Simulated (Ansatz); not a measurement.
**interstitial O in Al: hop to the nearest equivalent void, part 1 of 2**

How high is the barrier for the hop to the nearest equivalent void? Relax the two ends, then run a nudged elastic band between them. The host cell (fcc) has 32 atoms; the extra atom is the last.

All numbers below are computed with Ansatz 0.2.0 (DFT LDA, plane waves, PAW, scalar-relativistic, no spin polarisation).

**1. The structure to begin with**

The cell holds 33 atoms (Al32O): a = 8.100 Å, b = 8.100 Å, c = 8.100 Å, α = 90.00°, β = 90.00°, γ = 90.00°.

The coordinates stand in the first input below.

**2. End point A**

input.yaml

```yaml
crystal:
  lattice:
    - [8.1, 0.0, 0.0]
    - [0.0, 8.1, 0.0]
    - [0.0, 0.0, 8.1]
  atoms:
    - { symbol: Al, position: [0.5, 0.0, 0.0] }
    - { symbol: Al, position: [0.75, 0.25, 0.0] }
    - { symbol: Al, position: [0.75, 0.0, 0.25] }
    - { symbol: Al, position: [0.0, 0.0, 0.0] }
    - { symbol: Al, position: [0.25, 0.25, 0.0] }
    - { symbol: Al, position: [0.5, 0.5, 0.0] }
    - { symbol: Al, position: [0.75, 0.75, 0.0] }
    - { symbol: Al, position: [0.25, 0.0, 0.25] }
    - { symbol: Al, position: [0.5, 0.25, 0.25] }
    - { symbol: Al, position: [0.75, 0.5, 0.25] }
    - { symbol: Al, position: [0.5, 0.0, 0.5] }
    - { symbol: Al, position: [0.75, 0.25, 0.5] }
    - { symbol: Al, position: [0.75, 0.0, 0.75] }
    - { symbol: Al, position: [0.0, 0.5, 0.0] }
    - { symbol: Al, position: [0.25, 0.75, 0.0] }
    - { symbol: Al, position: [0.0, 0.25, 0.25] }
    - { symbol: Al, position: [0.25, 0.5, 0.25] }
    - { symbol: Al, position: [0.5, 0.75, 0.25] }
    - { symbol: Al, position: [0.0, 0.0, 0.5] }
    - { symbol: Al, position: [0.25, 0.25, 0.5] }
    - { symbol: Al, position: [0.5, 0.5, 0.5] }
    - { symbol: Al, position: [0.75, 0.75, 0.5] }
    - { symbol: Al, position: [0.25, 0.0, 0.75] }
    - { symbol: Al, position: [0.5, 0.25, 0.75] }
    - { symbol: Al, position: [0.75, 0.5, 0.75] }
    - { symbol: Al, position: [0.0, 0.75, 0.25] }
    - { symbol: Al, position: [0.0, 0.5, 0.5] }
    - { symbol: Al, position: [0.25, 0.75, 0.5] }
    - { symbol: Al, position: [0.0, 0.25, 0.75] }
    - { symbol: Al, position: [0.25, 0.5, 0.75] }
    - { symbol: Al, position: [0.5, 0.75, 0.75] }
    - { symbol: Al, position: [0.0, 0.75, 0.75] }
    - { symbol: O, position: [0.6356077, 0.1242062, 0.6174862] }
basis:
  ecutwfc: 420.0
kpoints:
  mp_grid: { grid: [3, 3, 3] }
hamiltonian:
  xc: lda
scf:
  occupations: { method: fermi_dirac, width: 0.05 }
  lower_state_search: "off"
relax:
  f_tol: 0.03
  max_steps: 60
  adjacent_minimum: "off"
```

Run with:

```console
> ansatz run input.yaml --threads 4 --pin off --max-ram 10240MiB --backend cpu --events-out ev --progress --plain --runs-dir out
```

The log of the run (excerpt; [...] marks lines left out):

```text
Warning: RAYON_NUM_THREADS=4 ignored (pool sized by the plan → 4); use --threads N
[...]
Pseudopotentials: kind: paw
Pseudopotential: Al, paw, valence charge 3, recommended cutoff 420 eV (normal), Al.paw.azcp
Pseudopotential: O, paw, valence charge 6, recommended cutoff 420 eV (normal), O.paw.azcp
Functional definition: SPW92
[...]
Crystal: 33 atoms, lattice volume = 531.441 Å³
Basis set: ecut = 420 eV, 10395 PW (Γ)
Bands: 84, of which v1, the nominal top of the filled ones, is band 51 counted from 1 (50 counted from 0)
Symmetry: 1 space group operations
Space group: P1 (ITA 1), of the structure as read, at distance tolerance 8.1e-5 Å
k-points: 14 of 27 (time reversal used)
[...]
SCF iter   1: F=—  HF=-16968.182052 eV  |F-HF|=—  |Δ(HF+E_count)|=         —  Δρ=3.98e-3  dr2=8.84e-2  ethr=1.77e-3  ⟨swp⟩=5.6  Hψ=5500  notcnv=0  defer=104
[...]
relax step   1: F+E_penalty+E_count = -16968.14843646 eV  Δ(F+E_penalty+E_count) = +0.000e0 eV  max|allowed force component| = 2.564e0 eV/Å  Δτ_max = 0.0000 Å  (6 SCF iters, dr2 threshold 2.25e-5 eV, accepted)
[...]
relax step   2: F+E_penalty+E_count = -16968.65609384 eV  Δ(F+E_penalty+E_count) = -5.077e-1 eV  max|allowed force component| = 1.495e0 eV/Å  Δτ_max = 0.0744 Å  (5 SCF iters, dr2 threshold 1.00e-4 eV, accepted)
[...]
relax step   3: F+E_penalty+E_count = -16968.94678263 eV  Δ(F+E_penalty+E_count) = -2.907e-1 eV  max|allowed force component| = 4.590e-1 eV/Å  Δτ_max = 0.0908 Å  (5 SCF iters, dr2 threshold 1.00e-4 eV, accepted)
[...]
SCF iter   5: F=-16968.966775 eV  HF=-16968.966776 eV  |F-HF|=4.22e-7  |Δ(HF+E_count)|=   6.23e-6  Δρ=1.24e-5  dr2=9.54e-7  ethr=1.95e-8  ⟨swp⟩=3.7  Hψ=2733  notcnv=0
[...]
```

**3. The log goes on: end point A relaxed**

Output, continued (excerpt; [...] marks lines left out):

```text
relax step   4: F+E_penalty+E_count = -16968.96677525 eV  Δ(F+E_penalty+E_count) = -1.999e-2 eV  max|allowed force component| = 7.025e-3 eV/Å  Δτ_max = 0.0478 Å  (5 SCF iters, dr2 threshold 1.99e-5 eV, accepted)
[...]
relax step   5: F+E_penalty+E_count = -16968.96677548 eV  Δ(F+E_penalty+E_count) = -2.239e-7 eV  max|allowed force component| = 6.837e-3 eV/Å  Δτ_max = 0.0000 Å  (4 SCF iters, accepted)
SCF converged after 4 iterations
Free energy (F): -16968.966775 eV
[...]
E sigma→0 (E₀):  -16968.932674 eV
Entropy (-TS):   -0.068202 eV (-2.067 meV/atom)
Fermi energy:    7.772306 eV
[...]
--- Forces (eV/Å), atoms counted from 1 ---
  atom   1  Al     0.00075104     0.00121747    -0.00165603
  atom   2  Al    -0.00217609    -0.00159953    -0.00150786
  atom   3  Al    -0.00163512     0.00087653     0.00293148
  atom   4  Al    -0.00128460     0.00285971    -0.00038695
[...]
    - { symbol: Al, position: [0.2473701946498479, -0.0009628670983564189, 0.7506919762943237] }
    - { symbol: Al, position: [0.4907941221970744, 0.2593534009791425, 0.7592518182267212] }
    - { symbol: Al, position: [0.7512630697878729, 0.5030147132228883, 0.7506744899276084] }
    - { symbol: Al, position: [0.0018110412178753495, 0.7484820651663029, 0.24829046818588688] }
    - { symbol: Al, position: [0.003386924989434456, 0.5030363468424284, 0.49996152652499765] }
    - { symbol: Al, position: [0.2472039215578538, 0.746842583698642, 0.49992277161698856] }
    - { symbol: Al, position: [0.0034455517667691064, 0.2508261412237565, 0.7506126188561077] }
    - { symbol: Al, position: [0.2472274344967823, 0.5030586020462362, 0.7496688585961212] }
    - { symbol: Al, position: [0.4994696446456474, 0.7469038935259301, 0.7506246884476506] }
    - { symbol: Al, position: [0.003353058651488109, 0.7469558020160253, 0.7496555829953194] }
    - { symbol: O, position: [0.6254436512570537, 0.1250418395632392, 0.6247056491242154] }
```

It took 36 s on 4 threads of AMD EPYC 7B13 (Zen 3), shared host; peak memory 1.4 GiB.

Step by step:

| step | energy from step 1 (eV/cell) | largest force component (eV/Å) |
| --- | --- | --- |
| 1 | 0.0000 | 2.5643 |
| 2 | -0.5077 | 1.4945 |
| 3 | -0.7983 | 0.4590 |
| 4 | -0.8183 | 0.0070 |
| 5 | -0.8183 | 0.0068 |

Step 1 is the start. Step 5 solves the same geometry again.

The largest move, 0.14 Å, is shared by several atoms, Al12 among them.

**4. End point B**

The second end starts from a geometry with the move made by hand.

input.yaml: that of step 2 with these lines changed.

```diff
@@ -38,3 +38,3 @@
     - { symbol: Al, position: [0.0, 0.75, 0.75] }
-    - { symbol: O, position: [0.6356077, 0.1242062, 0.6174862] }
+    - { symbol: O, position: [0.6295398, 0.12181022, 0.38211464] }
 basis:
```

Run with:

```console
> ansatz run input.yaml --threads 4 --pin off --max-ram 10240MiB --backend cpu --events-out ev --progress --plain --runs-dir out
```

The log of the run (excerpt; [...] marks lines left out):

```text
Warning: RAYON_NUM_THREADS=4 ignored (pool sized by the plan → 4); use --threads N
[...]
[... 4 set-up lines as earlier in the session ...]
[...]
Crystal: 33 atoms, lattice volume = 531.441 Å³
Basis set: ecut = 420 eV, 10395 PW (Γ)
Bands: 84, of which v1, the nominal top of the filled ones, is band 51 counted from 1 (50 counted from 0)
[... 2 set-up lines as earlier in the session ...]
k-points: 14 of 27 (time reversal used)
[...]
SCF iter   1: F=—  HF=-16968.243139 eV  |F-HF|=—  |Δ(HF+E_count)|=         —  Δρ=3.98e-3  dr2=8.82e-2  ethr=1.77e-3  ⟨swp⟩=5.6  Hψ=5515  notcnv=0  defer=103
[...]
relax step   1: F+E_penalty+E_count = -16968.20950118 eV  Δ(F+E_penalty+E_count) = +0.000e0 eV  max|allowed force component| = 2.010e0 eV/Å  Δτ_max = 0.0000 Å  (6 SCF iters, dr2 threshold 2.25e-5 eV, accepted)
[...]
relax step   3: F+E_penalty+E_count = -16968.95556326 eV  Δ(F+E_penalty+E_count) = -2.703e-1 eV  max|allowed force component| = 2.992e-1 eV/Å  Δτ_max = 0.0838 Å  (5 SCF iters, dr2 threshold 8.55e-5 eV, accepted)
[...]
relax step   4: F+E_penalty+E_count = -16968.96678514 eV  Δ(F+E_penalty+E_count) = -1.122e-2 eV  max|allowed force component| = 4.162e-3 eV/Å  Δτ_max = 0.0326 Å  (5 SCF iters, dr2 threshold 5.86e-6 eV, accepted)
```

**5. The output, continued: end point B relaxed**

Output, continued (excerpt; [...] marks lines left out):

```text
[...]
SCF iter   1: F=—  HF=-16968.966785 eV  |F-HF|=—  |Δ(HF+E_count)|=         —  Δρ=8.55e-6  dr2=3.93e-7  ethr=3.86e-10  ⟨swp⟩=1.1  Hψ=2842  notcnv=0  defer=259
[...]
SCF iter   3: F=-16968.966785 eV  HF=-16968.966785 eV  |F-HF|=2.74e-8  |Δ(HF+E_count)|=   1.87e-8  Δρ=3.09e-6  dr2=4.09e-8  ethr=9.80e-11  ⟨swp⟩=3.9  Hψ=2816  notcnv=0
[...]
relax step   5: F+E_penalty+E_count = -16968.96678521 eV  Δ(F+E_penalty+E_count) = -6.848e-8 eV  max|allowed force component| = 4.153e-3 eV/Å  Δτ_max = 0.0000 Å  (3 SCF iters, accepted)
SCF converged after 3 iterations
Free energy (F): -16968.966785 eV
[...]
E sigma→0 (E₀):  -16968.932687 eV
Entropy (-TS):   -0.068196 eV (-2.067 meV/atom)
Fermi energy:    7.772256 eV
[...]
--- Forces (eV/Å), atoms counted from 1 ---
  atom   1  Al     0.00117161     0.00154575     0.00277267
  atom   2  Al    -0.00165126    -0.00125575     0.00269514
[...]
    - { symbol: Al, position: [0.24705854719354692, 5.268208441807958e-5, 0.7532997390661741] }
    - { symbol: Al, position: [0.4992796172515525, 0.2507625590301238, 0.7533247275239936] }
    - { symbol: Al, position: [0.7499782067171091, 0.5029819199007542, 0.753299135678069] }
    - { symbol: Al, position: [0.003182761508124777, 0.7468592187258717, 0.25032779024437807] }
    - { symbol: Al, position: [0.003238707380240006, 0.502998511463564, 0.5000478435311005] }
    - { symbol: Al, position: [0.24703412668520625, 0.7467932859515657, 0.5000539867219324] }
    - { symbol: Al, position: [0.003175935974804939, 0.24976103104108596, 0.7532554099008536] }
    - { symbol: Al, position: [0.24864102767158494, 0.5013918046410436, 0.7516945653187213] }
    - { symbol: Al, position: [0.5002694206572993, 0.7468630163772919, 0.7532585397825433] }
    - { symbol: Al, position: [0.0016259408379144607, 0.7484114840565762, 0.751702235665579] }
    - { symbol: O, position: [0.6251853277981919, 0.12488422108428696, 0.37531889019725034] }
```

It took 34 s on 4 threads of AMD EPYC 7B13 (Zen 3), shared host; peak memory 1.4 GiB.

Relaxation path:

| step | energy from step 1 (eV/cell) | largest force component (eV/Å) |
| --- | --- | --- |
| 1 | 0.0000 | 2.0103 |
| 2 | -0.4757 | 1.1694 |
| 3 | -0.7461 | 0.2992 |
| 4 | -0.7573 | 0.0042 |
| 5 | -0.7573 | 0.0042 |

Step 1 is the start. Step 5 solves the same geometry again.

The largest move, 0.14 Å, is shared by several atoms, Al12 among them.

(Continued in part 2 of 2.)
